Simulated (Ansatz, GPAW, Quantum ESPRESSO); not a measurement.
# One calculation of Ta, 3 ways

```
Ta
1.0
    -1.65128    1.65128    1.65128
     1.65128   -1.65128    1.65128
     1.65128    1.65128   -1.65128
Ta
1
Cartesian
  0.0000 0.0000 0.0000
```

Alike in all runs: task band structure; functional PBE; k mesh 11 × 11 × 11; occupations fermi-dirac, width 0.05 eV; no spin polarisation; no spin-orbit coupling. Pressure is positive in compression and, in plane waves, holds the error of the finite cutoff.

```tsv
program and potentials	plane-wave cutoff (eV)	notes	pressure (GPa)
GPAW, GPAW PAW data sets (gpaw-data 1.2.1)	600	-	2.85
Quantum ESPRESSO, PseudoDojo 0.4.1 SR PBE standard	789	-	2.55
Ansatz, all-electron LAPW, scalar-relativistic	-	-	2.53
```

The pressure spans 2.53 (Ansatz, all-electron LAPW, scalar-relativistic) to 2.85 GPa (GPAW, GPAW PAW data sets (gpaw-data 1.2.1)), with all-electron results at 2.53.

Differences between rows come from potentials, basis sets and numerical settings, since the functional is the same but for its coding. Runs on potential files found faulty are left out.

All three runs give a positive pressure, so this body-centred cubic cell is slightly smaller than the one PBE would choose for tantalum, and the metal would expand if relaxed. The cell lies close to the measured lattice parameter, and the sign fits the known tendency of PBE to make the bonds of late-row transition metals a little too long, because its gradient correction favours the more inhomogeneous density of a stretched lattice. Tantalum is also stiff: as a group 5 metal it fills mostly bonding d states, whose strong overlap resists any change in volume. A pressure of a few GPa therefore corresponds to only a small mismatch in length.

For the same reason, the gap between 2.53 and 2.85 GPa would shift the equilibrium lattice parameter very little; the higher GPAW value probably reflects its PAW data set or numerical settings rather than different bonding. A single volume yields neither the bulk modulus nor a test of whether the body-centred structure is preferred over other packings.
